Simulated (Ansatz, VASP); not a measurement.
**Two plane-wave programs on HfO2**

```
CELL_PARAMETERS angstrom
0.00000 2.36569 2.55750
2.55750 0.00000 2.55750
2.55750 2.36569 0.00000
ATOMIC_POSITIONS crystal
Hf 0.00000 0.00000 0.00000
O 0.25000 0.25000 0.25000
O 0.75000 0.75000 0.75000
```

Change from the starting cell: strain -0.0750 x Voigt [0, 1, 0, 0, 0, 0], atoms carried along.

Alike in both runs: task single point; functional PBE; k mesh 8 × 8 × 8; occupations gaussian, width 0.05 eV; no spin polarisation.

|  | VASP | Ansatz |
| --- | --- | --- |
| version | VASP 6.6.1 | Ansatz 0.2.0 |
| potentials or method | VASP PAW PBE potentials, release 64 (Hf_pv, O) | scalar-relativistic, plane waves, PAW |
| plane-wave cutoff (eV) | 520 | 420 |
| valence electrons in the cell | 22 | 38 |

Ansatz gave:

- gap on the k mesh at the Fermi level (eV): 2.86
- least direct gap on the mesh (eV): 3.18
- pressure (GPa): 19.5
- largest component of the traceless stress (GPa): 25.58

Problem. What did VASP give for the same quantities?

Solution. gap on the k mesh at the Fermi level (eV): 2.86; least direct gap on the mesh (eV): 3.19; pressure (GPa): 15.3; largest component of the traceless stress (GPa): 26.08.

One of these differences is far larger than is usual between the two programs; its cause wasn't traced. The two sets of potentials don't hold the same shells in valence.

Caveats: so large a pressure means that the cell lies far from this level's equilibrium, or that cutoff or potentials fall short (VASP); spin-orbit coupling is left out, which moves the levels of the heavy elements. A k mesh can miss the band edges.
